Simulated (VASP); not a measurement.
Wanted: the native input for a VASP 6.6.1 run.

```yaml
Task: relaxation of cell and atoms
Functional: RPBE
Dispersion: D3(BJ)
Potentials_or_basis: VASP PAW PBE potentials, release 64 (Zn, S)
Cutoff: 600 eV
k_mesh: 8 × 8 × 5
Occupations: fermi-dirac, width 0.05 eV
Spin: no spin polarisation
Further_INCAR_settings: ALGO = Normal; EDIFF = 1e-06; IBRION = 2; EDIFFG = -0.01; NSW = 60; ISIF = 3
```

The structure of ZnS (Wurtzite-2H) lies in POSCAR:

```
ZnS
1.0
    3.8110000000      0.0000000000      0.0000000000
   -1.9055000000      3.3004228138      0.0000000000
    0.0000000000      0.0000000000      6.2340000000
Zn S
2 2
Direct
    0.6666666667      0.3333333333      0.5000000000
    0.3333333333      0.6666666667      0.0000000000
    0.6666666667      0.3333333333      0.8850000000
    0.3333333333      0.6666666667      0.3850000000
```

One way to write it, as run:

INCAR

```
PREC = Accurate ; ENCUT = 600
EDIFF = 1E-6 ; ISMEAR = -1
SIGMA = 0.05 ; LREAL = False
LASPH = True ; NELM = 100
ALGO = Normal ; ISIF = 3
LWAVE = False ; LCHARG = False
GGA = RP ; IVDW = 12
IBRION = 2 ; NSW = 60
EDIFFG = -0.01
```

KPOINTS

```
regular mesh
0
Gamma
  8 8 5
```

Potentials or basis: VASP PAW PBE potentials, release 64 (Zn, S).

The run is started by

```console
$ cat potpaw_PBE.64/Zn/POTCAR potpaw_PBE.64/S/POTCAR > POTCAR
$ mpirun -np 1 vasp_std > vasp.out
```

It gave:

```
Relaxed volume                         : 18.17 Å³/atom
Relaxed cell                           : a = 3.716 Å, b = 3.716 Å, c = 6.078 Å, α = 90.00°, β = 90.00°, γ = 120.00°
Space group after relaxing (to 0.05 Å) : P6_3mc (No. 186)
Energy gained by relaxing              : 31.4 meV/atom
Ionic steps                            : 10
Pressure after relaxing                : 0.0 GPa
Largest force after relaxing           : 0.004 eV/Å
Band gap on the k mesh                 : 2.74 eV, direct
Dispersion energy per atom             : -1.224 eV
```

Caveat: the PAW data sets were made with another functional, which shifts forces and pressure a little.

Run time: 4.1 min on 1 thread of Intel(R) Xeon(R) 6975P-C (Granite Rapids), on a shared host, peak memory 0.24 GiB.
